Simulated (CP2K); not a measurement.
Runs of CP2K 2026.2 on SiC (Moissanite). It takes space group P6_3mc (No. 186, hexagonal). Conventional cell: a = 3.076 Å, b = 3.076 Å, c = 5.048 Å, α = 90.00°, β = 90.00°, γ = 120.00°. Si (site symmetry 3m) has 4 C at 1.87 to 1.94 Å as nearest neighbours. C (site symmetry 3m) has 4 Si at 1.87 to 1.94 Å as nearest neighbours. 

```tsv
level	potentials or basis	smearing	EPS_DEFAULT	NGRIDS	points a segment of the path (NPOINTS)	bands added on the path	CUTOFF of the grids	gap on the mesh (eV)	pressure (GPa)	largest force (eV/Å)
TB-mBJ	POTENTIAL_UZH Si GTH-PBE-q4, C GTH-PBE-q4; TZVP-MOLOPT-PBE-GTH basis	fermi-dirac 0.05 eV	1.0E-10	4	8	4	675 Ry	2.88	-	-
r2SCAN	POTENTIAL_UZH Si GTH-SCAN-q4, C GTH-SCAN-q4; TZVP-MOLOPT-SCAN-GTH basis	fermi-dirac 0.0259 eV	1.0E-9	4	8	6	675 Ry	2.93	-0.5	0.78
PBE	POTENTIAL_UZH Si GTH-PBE-q4, C GTH-PBE-q4; TZVP-MOLOPT-PBE-GTH basis	fermi-dirac 0.01 eV	1.0E-9	5	8	6	450 Ry	2.57	3.2	0.76
LDA	GTH_POTENTIALS Si GTH-PADE-q4, C GTH-PADE-q4; TZVP-MOLOPT-PBE-GTH basis	fermi-dirac 0.1 eV	1.0E-9	5	10	4	450 Ry	2.48	-4.8	0.74
PBEsol	POTENTIAL_UZH Si GTH-PBE-q4, C GTH-PBE-q4; TZVP-MOLOPT-PBE-GTH basis	fermi-dirac 0.1 eV	1.0E-9	4	8	6	450 Ry	(b)	2.3	(a)
```

Alike in all rows: task band structure; no spin polarisation; cell as given; k mesh 10 × 10 × 5.

**Question.** Fill in the values left out.

**Answer.** (a) 0.77; (b) 2.40.

Caveats: the mesh misses the band edges, which the band path finds closer together; the basis of atomic orbitals isn't converged, which shifts pressures, moduli and gaps; the potentials were made for another functional, which shifts forces and pressure (some runs); this is a model potential without an energy functional, so only levels have meaning (some runs).
